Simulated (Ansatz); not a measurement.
# AlNi3: the cost of one run

All numbers are computed with the Python package of Ansatz 0.2.0. The levels of theory stand in the script.

## (1) Starting point

The structure is cubic, space group Pm-3m (No. 221). Conventional cell: a = 3.523 Å, b = 3.523 Å, c = 3.523 Å, α = 90.00°, β = 90.00°, γ = 90.00°. Al (site symmetry m-3m) is surrounded by 12 Ni at 2.49 Å. Ni (site symmetry 4/mmm) has 4 Al at 2.49 Å and 8 Ni at 2.49 Å as nearest neighbours.

No structure file is read: the coordinates are typed or built in the script.

## (2) The script

The input, paw_lapw.py:

```python
"""PAW against all-electron LAPW for AlNi3."""

import ansatz as az
import numpy as np


def count_gap(report):
    # lowest empty less highest filled band, counting bands; zero where they overlap
    return max(report.get("gap_by_band_count_ev") or 0.0, 0.0)


def main() -> None:
    vectors = np.array([
        [3.523055, 0.0, 0.0],
        [0.0, 3.523055, 0.0],
        [0.0, 0.0, 3.523055],
    ])
    crystal = (
        az.Lattice.of(vectors)
        .atom("Al", [0.0, 0.0, 0.0])
        .atom("Ni", [0.0, 0.5, 0.5])
        .atom("Ni", [0.5, 0.0, 0.5])
        .atom("Ni", [0.5, 0.5, 0.0])
        .moments(Ni=1.0)
    )

    job = (
        crystal.calculation()
        .spin("collinear")
        .kpoints(7, 7, 7)
        .occupations(az.OccupationsMethod.FERMI_DIRAC, width=0.15)
        .functional("lda")
        .stress()
        .forces()
        .band_table()
    )
    variants = {
        "PAW": job.pseudopotentials("paw"),
        "LAPW": job.pseudopotentials("all_electron", lapw=True),
    }
    # totals differ by the cores that each treatment holds, so compare what does not depend on them
    rows = []
    for label, variant in variants.items():
        report = variant.run(threads=1).report
        levels = np.array(report["eigenvalues_ev"][0]) - report["fermi_energy_ev"]
        print(label, "levels at the first k-point near E_F:", np.round(levels[np.abs(levels) < 5], 3))
        rows.append((label, report["n_electrons"], np.trace(report["stress_gpa"]) / 3, count_gap(report), report["magnetization_mub"]))
    print("     treatment  electrons in bands           P GPa  gap by band count eV      moment muB")
    for row in rows:
        print(f"{str(row[0]):>14s}  {row[1]:18.1f}  {row[2]:14.3f}  {row[3]:20.3f}  {row[4]:14.3f}")


if __name__ == "__main__":
    main()
```

## (3) The run

Run with:

```console
> python paw_lapw.py
```

**Question.** How long does this script take on 1 thread of Arm Neoverse N1, shared host, and how much memory does it need?

About 1.8 min, with a peak of 0.77 GiB.
